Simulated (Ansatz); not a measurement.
Runs of Ansatz 0.2.0 on Pb. Symmetry: Fm-3m, No. 225, cubic system. Conventional cell: a = 4.950 Å, b = 4.950 Å, c = 4.950 Å, α = 90.00°, β = 90.00°, γ = 90.00°. Around Pb (site symmetry m-3m) lie 12 Pb at 3.50 Å. 

```tsv
task	level	potentials or basis	k mesh	cutoff (eV)	q mesh	points for each segment of the path	gap on the mesh (eV)	pressure (GPa)	V0 of scaled cells (Å³/atom)	B0 (GPa)
phonons	PBE	Ansatz PAW	8 × 8 × 8	420	4 × 4 × 4	8	none	-	-	-
band structure	PBE	Ansatz PAW earlier set	9 × 9 × 9	580	-	14	none	2.3	-	-
equation of state	r2SCAN	Ansatz PAW	9 × 9 × 9	500	-	-	-	-	31.04	(a)
equation of state	LDA	JTH PAW LDA	9 × 9 × 9	1800	-	-	-	-	29.04	54
band structure	PBE	Ansatz PAW	9 × 9 × 9	420	-	14	none	2.3	-	-
```

Alike in all rows: no spin polarisation; cell as given; smearing fermi-dirac 0.05 eV.

Fill in the values left out.

(a) 45.

Caveats: spin-orbit coupling is left out, which moves the levels of the heavy elements (some runs); some levels weren't fully converged (some runs); the PAW data sets were made with another functional, which shifts forces and pressure a little (some runs).

A k mesh can miss the band edges, and the runs leave out spin-orbit coupling on Pb.

A gap of «none» marks a metal or a gap under the smearing width.

The runs don't all hold the same shells in valence.
